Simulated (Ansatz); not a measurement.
**Al2Ru: how the k-point mesh moves the results**

Theory: DFT r2SCAN, scalar-relativistic, plane waves, PAW in Ansatz.

```cif
data_structure
_symmetry_space_group_name_H-M 'P 1'
_symmetry_Int_Tables_number 1
_cell_length_a 4.8126
_cell_length_b 4.7571
_cell_length_c 4.7671
_cell_angle_alpha 141.910
_cell_angle_beta 141.932
_cell_angle_gamma 55.205
_cell_volume 41.17
loop_
_atom_site_label
_atom_site_type_symbol
_atom_site_fract_x
_atom_site_fract_y
_atom_site_fract_z
_atom_site_occupancy
Al1 Al 0.63676 0.68697 0.01611 1
Al2 Al 0.31209 0.36472 0.02644 1
Ru1 Ru 0.00039 0.99381 0.02013 1
```

```json
{"plane-wave cutoff": "500 eV", "occupation rule": "Gaussian smearing, 0.1 eV", "spin treatment": "unpolarised"}
```

The atoms stay fixed while the k-point mesh is varied. ΔE is the energy extrapolated to zero smearing, less that of the reference run (10×10×12). The cell was strained and its atoms displaced at random, so that forces don't vanish. The meshes are Γ-centred. Pressure is positive in compression.

Times are rough; the reference took 24 s on 1 thread of AMD EPYC 9R45 96-Core Processor (Zen 5), with other jobs on the host, peak memory 0.9 GiB.

| mesh | ΔE (meV/atom) | P (GPa) | largest change of a force component (eV/Å) | gap on mesh (eV) | irreducible points | wall time (s) |
| --- | --- | --- | --- | --- | --- | --- |
| 1×1×1 | ? | ? | ? | ? | ? | ? |
| 2×2×4 | ? | ? | ? | ? | ? | ? |
| 4×4×4 | 18.5 | 0.10 | 0.083 | 0.259 | 36 | 2.4 |
| 4×4×6 | 5.14 | 0.10 | 0.020 | 0.070 | 52 | 2.9 |
| 6×6×8 | 0.47 | 0.04 | 0.004 | 0.182 | 148 | 6.6 |
| 10×10×12 | 0.00 | 0.04 | 0.000 | 0.136 | 604 | 24 |

Q: Fill in the withheld rows.

A: The withheld rows:

```
 mesh  ΔE (meV/atom) P (GPa) largest change of a force component (eV/Å) gap on mesh (eV) irreducible points wall time (s)
1×1×1            531     8.14                                       3.284             1.870                   1            1.5
2×2×4           17.1     0.01                                       0.085             0.345                  12            1.6
```